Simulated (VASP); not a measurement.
# Zn (P6_3/mmc) in VASP: notebook, part 2 of 2

VASP 6.6.1.

### Step 5. Phonons, LDA

This run uses another cell than the first one, of 13.74 Å³/atom, 0.963 times its volume.

POSCAR reads:

```
Zn
1.0
    2.5588644313     -0.0000000000      0.0000000000
   -1.2794322156      2.2160416024     -0.0000000000
    0.0000000000     -0.0000000000      4.8455302710
  Zn
     2
Direct
     0.3333333332999970    0.6666666667000030    0.2500000000000000
     0.6666666667000030    0.3333333332999970    0.7500000000000000
```

INCAR.step1 reads:

```
PREC = Accurate
ENCUT = 600
EDIFF = 1E-8
ISMEAR = 1
SIGMA = 0.2
LREAL = False
LASPH = True
NELM = 80
ALGO = Fast
ISIF = 3
LWAVE = False
LCHARG = False
GGA = CA
KPAR = 2
IBRION = 2
NSW = 40
EDIFFG = -0.002
```

INCAR.step2 reads:

```
PREC = Accurate
ENCUT = 600
EDIFF = 1E-8
ISMEAR = 1
SIGMA = 0.2
LREAL = False
LASPH = True
NELM = 80
ALGO = Fast
ISIF = 2
LWAVE = False
LCHARG = False
GGA = CA
KPAR = 2
IBRION = 6
NFREE = 2
POTIM = 0.015
NSW = 1
```

KPOINTS reads:

```
regular mesh
0
Gamma
  30 30 14
```

Potentials or basis: VASP PAW LDA potentials, release 64 (Zn).

Command:

```bash
> cat potpaw_LDA.64/Zn/POTCAR > POTCAR
> cp INCAR.step1 INCAR
> mpirun -np 2 vasp_std > vasp.out
> cp CONTCAR POSCAR
> cp INCAR.step2 INCAR
> mpirun -np 2 vasp_std > vasp.out
```

OUTCAR:

```text
PREC = Accurate
   ENCUT = 600
   EDIFF = 1E-8
   ISMEAR = 1
   LREAL = False
   LASPH = True
   NELM = 80
   ISIF = 2
   GGA = CA
   IBRION = 6
   NFREE = 2
   POTIM = 0.015
   NSW = 1

 ion  position               nearest neighbor table
   1  0.333  0.667  0.250-   2 2.82   2 2.82   2 2.82   2 2.82   2 2.82   2 2.82
   2  0.667  0.333  0.750-   1 2.82   1 2.82   1 2.82   1 2.82   1 2.82   1 2.82

  LATTYP: Found a hexagonal cell.
 ALAT       =     2.5679791651
 C/A-ratio  =     1.8653611907

  Lattice vectors:

 A1 = (   2.5679791651,   0.0000000000,   0.0000000000)
 A2 = (  -1.2839895825,   2.2239351934,   0.0000000000)
 A3 = (   0.0000000000,   0.0000000000,   4.7902086730)

Analysis of symmetry for initial positions (statically):
=====================================================================
 Subroutine PRICEL returns:
 Original cell was already a primitive cell.

 Routine SETGRP: Setting up the symmetry group for a
 hexagonal supercell.

 Subroutine GETGRP returns: Found 24 space group operations
 (whereof 12 operations were pure point group operations)
 out of a pool of 24 trial point group operations.

The static configuration has the point symmetry D_3d.
 The point group associated with its full space group is D_6h.

Analysis of symmetry for dynamics (positions and initial velocities):
=====================================================================
 Subroutine PRICEL returns:
 Original cell was already a primitive cell.

 Routine SETGRP: Setting up the symmetry group for a
 hexagonal supercell.

[... 308 lines left out ...]
  free energy    TOTEN  =        -3.75374067 eV

  energy without entropy =       -3.75434623  energy(sigma->0) =       -3.75394252

 E-fermi :   3.7007     XC(G=0): -12.4595

 val. band max:        3.6898705895   @ k =  -0.2000   0.5333   0.2143
 cond. band min:       3.7068899030   @ k =   0.2333   0.1333   0.0000
 fundamental gap:      0.0170193136
 Fermi energy:         3.7006503412

 k-point     1 :       0.0000    0.0000    0.0000
  band No.  band energies     occupation
      1      -7.5985      2.00000
      2      -5.5256      2.00000
      3      -4.6633      2.00000
      4      -4.3771      2.00000
      5      -4.3771      2.00000
      6      -4.3167      2.00000
[... 433 lines left out ...]
      3      -4.6595      2.00000
      4      -4.4715      2.00000
      5      -4.3596      2.00000
      6      -4.2025      2.00000
[... 8 lines left out ...]
     15      15.6263      0.00000
     16      15.8693      0.00000

 [... further k-points ...]
[... 5 lines left out ...]
  --------------------------------------------------------------------------------------
  -------------------------------------------------------------------------------------
  Total       -0.0011801     -0.0011801     -0.0014492     -0.0000000     -0.0000000      0.0000000
  in kB       -0.0691162     -0.0691162     -0.0848726     -0.0000000     -0.0000000      0.0000000
  external PRESSURE =      -0.0743683 kB  Pullay stress =       0.0000000 kB
[... 17 lines left out ...]
  FREE ENERGIE OF THE ION-ELECTRON SYSTEM (eV)
  ---------------------------------------------------
  free  energy   TOTEN  =        -3.7537406698 eV

  energy  without entropy=       -3.7543462289  energy(sigma->0) =       -3.75394252

 INTERNAL STRAIN TENSORS FROM DISPLACED ATOMS
 ============================================

 INTERNAL STRAIN TENSOR FOR ION    1 for displacements in x,y,z  (eV/Angst):
          X           Y           Z          XY          YZ          ZX
  --------------------------------------------------------------------------------
  x     0.00000    -0.00000     0.00000     0.13179     0.00000     0.00000
  y     0.13179    -0.13179     0.00000    -0.00000     0.00000     0.00000
  z     0.00000     0.00000     0.00000    -0.00000    -0.00000    -0.00000

 INTERNAL STRAIN TENSOR FOR ION    2 for displacements in x,y,z  (eV/Angst):
          X           Y           Z          XY          YZ          ZX
  --------------------------------------------------------------------------------
  x    -0.00000     0.00000    -0.00000    -0.13179     0.00000     0.00000
  y    -0.13179     0.13179    -0.00000     0.00000     0.00000     0.00000
  z    -0.00000     0.00000     0.00000     0.00000     0.00000     0.00000

 Eigenvectors and eigenvalues of the dynamical matrix
 ----------------------------------------------------

   1 f  =    4.634115 THz    29.117006 2PiTHz  154.577454 cm-1    19.165153 meV
             X         Y         Z           dx          dy          dz
     -0.000000  1.482623  1.197552    -0.000000    0.000000    0.707107
      1.283990  0.741312  3.592657     0.000000   -0.000000   -0.707107
[... 16 lines left out ...]
   5 f  =    0.000000 THz     0.000000 2PiTHz    0.000001 cm-1     0.000000 meV
             X         Y         Z           dx          dy          dz
     -0.000000  1.482623  1.197552     0.700290   -0.097667    0.007411
      1.283990  0.741312  3.592657     0.700290   -0.097667    0.007411

   6 f/i=    0.000000 THz     0.000000 2PiTHz    0.000002 cm-1     0.000000 meV
             X         Y         Z           dx          dy          dz
     -0.000000  1.482623  1.197552    -0.001957    0.039539    0.705998
      1.283990  0.741312  3.592657    -0.001957    0.039539    0.705998

 ELASTIC MODULI CONTR FROM IONIC RELAXATION (kBar)
 Direction    XX          YY          ZZ          XY          YZ          ZX
 --------------------------------------------------------------------------------
 XX          -1.4365      1.4365     -0.0000     -0.0000     -0.0000     -0.0000
 YY           1.4365     -1.4365      0.0000     -0.0000      0.0000      0.0000
 ZZ          -0.0000      0.0000     -0.0000     -0.0000     -0.0000     -0.0000
 XY          -0.0000     -0.0000     -0.0000     -1.4365      0.0000      0.0000
 YZ          -0.0000      0.0000     -0.0000      0.0000     -0.0000     -0.0000
 ZX          -0.0000      0.0000     -0.0000      0.0000     -0.0000     -0.0000
 --------------------------------------------------------------------------------
```

OSZICAR.step1:

```text
N       E                     dE             d eps       ncg     rms          rms(c)
DAV:   1     0.101393934825E+03    0.10139E+03   -0.14005E+04 23744   0.269E+03
[... 73 lines left out ...]
       N       E                     dE             d eps       ncg     rms          rms(c)
DAV:   1    -0.375412156818E+01   -0.20509E-04   -0.37775E-04 28280   0.226E-01    0.287E-02
RMM:   2    -0.375410727695E+01    0.14291E-04   -0.22345E-05 23296   0.653E-02    0.155E-02
RMM:   3    -0.375410195065E+01    0.53263E-05   -0.40971E-06 23296   0.229E-02    0.618E-03
RMM:   4    -0.375410122244E+01    0.72821E-06   -0.15418E-06 23296   0.133E-02    0.127E-03
RMM:   5    -0.375410122873E+01   -0.62942E-08   -0.20760E-07 23309   0.695E-03    0.810E-04
RMM:   6    -0.375410122015E+01    0.85770E-08   -0.46465E-08 20188   0.289E-03
   8 F= -.37541012E+01 E0= -.37543026E+01  d E =-.543639E-05
```

Run time: 15 min. Hardware: 2 MPI ranks of Intel Xeon 6975P-C (Granite Rapids), shared host; peak memory 2.5 GiB.

Results:

| Quantity | Value |
| --- | --- |
| Relaxed volume | 13.68 Å³/atom |
| Relaxed cell | a = 2.568 Å, b = 2.568 Å, c = 4.790 Å, α = 90.00°, β = 90.00°, γ = 120.00° |
| Space group after relaxing (to 0.05 Å) | P6_3/mmc (No. 194) |
| Highest phonon frequency at Γ | 155 cm⁻¹ |

Step by step:
| step | energy change (eV) | largest force (eV/Å) | pressure (GPa) | volume (Å³) |
| --- | --- | --- | --- | --- |
| 1 | 0.0000 | 0.0000 | 0.11 | 27.48 |
| 2 | -0.0006 | 0.0000 | -0.27 | 27.51 |
| 3 | -0.0008 | 0.0000 | -0.57 | 27.54 |
| 4 | -0.0011 | 0.0000 | -0.15 | 27.40 |
| 5 | -0.0011 | 0.0000 | -0.03 | 27.36 |
| 6 | -0.0011 | 0.0000 | -0.05 | 27.37 |
| 7 | -0.0011 | 0.0000 | -0.02 | 27.36 |
| 8 | -0.0011 | 0.0000 | 0.00 | 27.36 |

Final structure:
```
CELL_PARAMETERS angstrom
2.56798 0.00000 0.00000
-1.28399 2.22394 0.00000
0.00000 0.00000 4.79021
ATOMIC_POSITIONS crystal
Zn 0.33333 0.66667 0.25000
Zn 0.66667 0.33333 0.75000
```

Phonon frequencies in cm⁻¹ (negative: imaginary):
```
              q point      frequencies
(0.000, 0.000, 0.000)  0 0 0 77 77 155
```

### Step 6. Phonons, PBEsol

POSCAR reads:

```
Zn
1.0
    2.5999646905      0.0000000000      0.0000000000
   -1.2999823452      2.2516354709      0.0000000000
    0.0000000000      0.0000000000      4.8762965948
  Zn
     2
Direct
     0.3333333332999970    0.6666666667000030    0.2500000000000000
     0.6666666667000030    0.3333333332999970    0.7500000000000000
```

INCAR.step1 reads:

```
ALGO     = Normal         # electronic algorithm
EDIFF    = 1E-8           # SCF threshold, eV
EDIFFG   = -0.002         # ionic threshold
ENCUT    = 600            # plane-wave cutoff, eV
GGA      = PS             # functional
IBRION   = 2              # ionic algorithm
ISIF     = 3              # what is computed and relaxed
ISMEAR   = 1              # smearing method
KPAR     = 2            
LASPH    = True           # aspherical terms in the spheres
LCHARG   = False          # write CHGCAR
LREAL    = False          # projectors in reciprocal space
LWAVE    = False          # write WAVECAR
NELM     = 80             # most SCF steps
NSW      = 40             # ionic steps
PREC     = Accurate       # precision mode
SIGMA    = 0.2            # smearing width, eV
```

INCAR.step2 reads:

```
ALGO     = Normal         # electronic algorithm
EDIFF    = 1E-8           # SCF threshold, eV
ENCUT    = 600            # plane-wave cutoff, eV
GGA      = PS             # functional
IBRION   = 6              # ionic algorithm
ISIF     = 2              # what is computed and relaxed
ISMEAR   = 1              # smearing method
KPAR     = 2            
LASPH    = True           # aspherical terms in the spheres
LCHARG   = False          # write CHGCAR
LREAL    = False          # projectors in reciprocal space
LWAVE    = False          # write WAVECAR
NELM     = 80             # most SCF steps
NFREE    = 2            
NSW      = 1              # ionic steps
POTIM    = 0.015          # step
PREC     = Accurate       # precision mode
SIGMA    = 0.2            # smearing width, eV
```

KPOINTS reads:

```
k-points
0
Gamma
  30 30 14
```

Potentials or basis: VASP PAW PBE potentials, release 64 (Zn).

Command:

```bash
> cat potpaw_PBE.64/Zn/POTCAR > POTCAR
> cp INCAR.step1 INCAR
> mpirun -np 2 vasp_std > vasp.out
> cp CONTCAR POSCAR
> cp INCAR.step2 INCAR
> mpirun -np 2 vasp_std > vasp.out
```

OUTCAR:

```text
EDIFF = 1E-8
   ENCUT = 600
   GGA = PS
   IBRION = 6
   ISIF = 2
   ISMEAR = 1
   LASPH = True
   LREAL = False
   NELM = 80
   NFREE = 2
   NSW = 1
   POTIM = 0.015
   PREC = Accurate

 ion  position               nearest neighbor table
   1  0.333  0.667  0.250-   2 2.85   2 2.85   2 2.85   2 2.85   2 2.85   2 2.85
   2  0.667  0.333  0.750-   1 2.85   1 2.85   1 2.85   1 2.85   1 2.85   1 2.85

  LATTYP: Found a hexagonal cell.
 ALAT       =     2.6055816363
 C/A-ratio  =     1.8610927433

  Lattice vectors:

 A1 = (   2.6055816363,   0.0000000000,   0.0000000000)
 A2 = (  -1.3027908181,   2.2564998887,   0.0000000000)
 A3 = (   0.0000000000,   0.0000000000,   4.8492290753)

Analysis of symmetry for initial positions (statically):
=====================================================================
 Subroutine PRICEL returns:
 Original cell was already a primitive cell.

 Routine SETGRP: Setting up the symmetry group for a
 hexagonal supercell.

 Subroutine GETGRP returns: Found 24 space group operations
 (whereof 12 operations were pure point group operations)
 out of a pool of 24 trial point group operations.

The static configuration has the point symmetry D_3d.
 The point group associated with its full space group is D_6h.

Analysis of symmetry for dynamics (positions and initial velocities):
=====================================================================
 Subroutine PRICEL returns:
 Original cell was already a primitive cell.

 Routine SETGRP: Setting up the symmetry group for a
 hexagonal supercell.

 Subroutine GETGRP returns: Found 24 space group operations
 (whereof 12 operations were pure point group operations)
 out of a pool of 24 trial point group operations.

[... 314 lines left out ...]
 k-point     1 :       0.0000    0.0000    0.0000
  band No.  band energies     occupation
      1      -7.5347      2.00000
      2      -5.4951      2.00000
      3      -4.6817      2.00000
      4      -4.4189      2.00000
      5      -4.4188      2.00000
      6      -4.3621      2.00000
[... 433 lines left out ...]
      3      -4.6808      2.00000
      4      -4.5040      2.00000
      5      -4.4018      2.00000
      6      -4.2566      2.00000
[... 8 lines left out ...]
     15      15.0187      0.00000
     16      15.2687      0.00000

 [... further k-points ...]
[... 5 lines left out ...]
  --------------------------------------------------------------------------------------
  -------------------------------------------------------------------------------------
  Total       -0.0039819     -0.0039819      0.0020084     -0.0000000      0.0000000     -0.0000000
  in kB       -0.2237604     -0.2237604      0.1128601     -0.0000000      0.0000000     -0.0000000
  external PRESSURE =      -0.1115536 kB  Pullay stress =       0.0000000 kB
[... 17 lines left out ...]
  FREE ENERGIE OF THE ION-ELECTRON SYSTEM (eV)
  ---------------------------------------------------
  free  energy   TOTEN  =        -3.1698808386 eV

  energy  without entropy=       -3.1705174873  energy(sigma->0) =       -3.17009305

 INTERNAL STRAIN TENSORS FROM DISPLACED ATOMS
 ============================================

 INTERNAL STRAIN TENSOR FOR ION    1 for displacements in x,y,z  (eV/Angst):
          X           Y           Z          XY          YZ          ZX
  --------------------------------------------------------------------------------
  x     0.00000    -0.00000    -0.00000     0.09262     0.00000     0.00000
  y     0.09262    -0.09262     0.00000    -0.00000     0.00000     0.00000
  z     0.00000     0.00000     0.00000    -0.00000     0.00000     0.00000

 INTERNAL STRAIN TENSOR FOR ION    2 for displacements in x,y,z  (eV/Angst):
          X           Y           Z          XY          YZ          ZX
  --------------------------------------------------------------------------------
  x    -0.00000     0.00000     0.00000    -0.09262     0.00000     0.00000
  y    -0.09262     0.09262    -0.00000     0.00000     0.00000     0.00000
  z    -0.00000    -0.00000    -0.00000     0.00000     0.00000    -0.00000

 Eigenvectors and eigenvalues of the dynamical matrix
 ----------------------------------------------------

   1 f  =    4.487068 THz    28.193077 2PiTHz  149.672463 cm-1    18.557012 meV
             X         Y         Z           dx          dy          dz
     -0.000000  1.504333  1.212307    -0.000000    0.000000    0.707107
      1.302791  0.752167  3.636922     0.000000    0.000000   -0.707107
[... 11 lines left out ...]
   4 f  =    0.000000 THz     0.000000 2PiTHz    0.000000 cm-1     0.000000 meV
             X         Y         Z           dx          dy          dz
     -0.000000  1.504333  1.212307    -0.000000    0.000000    0.707107
      1.302791  0.752167  3.636922     0.000000    0.000000    0.707107

   5 f/i=    0.000000 THz     0.000000 2PiTHz    0.000000 cm-1     0.000000 meV
             X         Y         Z           dx          dy          dz
     -0.000000  1.504333  1.212307    -0.039467    0.706004   -0.000000
      1.302791  0.752167  3.636922    -0.039467    0.706004    0.000000

   6 f/i=    0.000000 THz     0.000000 2PiTHz    0.000001 cm-1     0.000000 meV
             X         Y         Z           dx          dy          dz
     -0.000000  1.504333  1.212307    -0.706004   -0.039467    0.000000
      1.302791  0.752167  3.636922    -0.706004   -0.039467    0.000000

 ELASTIC MODULI CONTR FROM IONIC RELAXATION (kBar)
 Direction    XX          YY          ZZ          XY          YZ          ZX
 --------------------------------------------------------------------------------
 XX          -0.6919      0.6919     -0.0000     -0.0000      0.0000      0.0000
 YY           0.6919     -0.6919      0.0000     -0.0000      0.0000     -0.0000
 ZZ          -0.0000      0.0000     -0.0000      0.0000      0.0000     -0.0000
 XY          -0.0000     -0.0000      0.0000     -0.6919      0.0000      0.0000
 YZ           0.0000      0.0000      0.0000      0.0000      0.0000      0.0000
 ZX           0.0000     -0.0000     -0.0000      0.0000      0.0000     -0.0000
 --------------------------------------------------------------------------------
```

It took 18 min on 2 MPI ranks of Intel Xeon Platinum 8488C (Sapphire Rapids), shared host; peak memory 2.5 GiB.

What came out:

```
Relaxed volume                         : 14.26 Å³/atom
Relaxed cell                           : a = 2.606 Å, b = 2.606 Å, c = 4.849 Å, α = 90.00°, β = 90.00°, γ = 120.00°
Space group after relaxing (to 0.05 Å) : P6_3/mmc (No. 194)
Highest phonon frequency at Γ          : 150 cm⁻¹
```

The path:
```
step  energy change (eV)  largest force (eV/Å)  pressure (GPa)  volume (Å³)
   1              0.0000                0.0000            0.09        28.55
   2             -0.0001                0.0000           -0.09        28.58
   3             -0.0002                0.0000           -0.22        28.60
   4             -0.0002                0.0000           -0.06        28.53
   5             -0.0002                0.0000           -0.02        28.52
   6             -0.0002                0.0000           -0.02        28.51
   7             -0.0002                0.0000           -0.01        28.51
```

Final structure:
```xyz
2
Lattice="2.6056 0.0000 0.0000 -1.3028 2.2565 0.0000 0.0000 0.0000 4.8492" Properties=species:S:1:pos:R:3 pbc="T T T"
Zn    0.0000    1.5043    1.2123
Zn    1.3028    0.7522    3.6369
```

Phonon frequencies in cm⁻¹ (negative: imaginary):
| q point | frequencies |
| --- | --- |
| (0.000, 0.000, 0.000) | 0 0 0 76 76 150 |

Caveat: the PAW data sets were made with another functional, which shifts forces and pressure a little.
